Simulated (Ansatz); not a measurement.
Equilibrium properties in the bcc structure, computed with PBE in Ansatz (plane waves, PAW datasets (generated soft set 1); cutoff 420 eV), no spin polarisation, no spin–orbit coupling, Fermi–Dirac smearing of 0.061 eV, k-spacing 0.06 Å⁻¹:

```
crystal  a₀ (Å)  V₀ (Å³/atom)  B₀ (GPa)
     Li   3.434         20.25      13.9
      C   2.374          6.69       182
     Na   4.197         36.98       7.8
     Mg   3.579         22.92        35
     Si   3.082         14.64        93
      K   5.284         73.78       3.6
```

**Question.** Give the same for F, Ca, S.

**Answer.** 
```csv
crystal,a₀ (Å),V₀ (Å³/atom),B₀ (GPa)
F,2.723,10.09,53
Ca,4.384,42.14,16.6
S,3.158,15.75,83
```

Model structures, not the usual forms at ambient conditions (metastable or hypothetical): C, F, Mg, Si, S, Ca. Spin polarisation is left out, and a magnetic state may lie lower for F.
